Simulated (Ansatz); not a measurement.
ZrO2:

```
CELL_PARAMETERS angstrom
3.59610 0.00000 0.00000
0.00000 3.59610 0.00000
0.00000 0.00000 5.17700
ATOMIC_POSITIONS crystal
Zr 0.50000 0.50000 0.50000
Zr 0.00000 0.00000 0.00000
O 0.50000 0.00000 0.79700
O 0.50000 0.00000 0.29700
O 0.00000 0.50000 0.70300
O 0.00000 0.50000 0.20300
```

Base run:

- Program: Ansatz 0.2.0
- Functional: r2SCAN
- Potentials or basis: Ansatz PAW
- Cutoff: 500 eV (not typed: the program's choice for these potentials)
- k mesh: 7 × 7 × 5
- Occupations: fermi-dirac, width 0.05 eV
- Spin: no spin polarisation

Its results: band gap on the k mesh 4.56 eV, indirect (least direct gap 4.68 eV); pressure 1.5 GPa; largest force 0.064 eV/Å.

Task: The run is repeated on the same cell with these changes: hubbard terms from none to Zr d U = 8 eV; hubbard projectors from none to ortho-atomic (the default). What comes out?

Result: Band gap on the k mesh 6.62 eV, indirect (least direct gap 6.74 eV); pressure 13.3 GPa; largest force 0.508 eV/Å.

The U term pushes filled and empty states of the shell apart.

Caveats: the PAW data sets come from PBE, with cores solved anew for the run's functional, which leaves a small shift of forces and pressure.
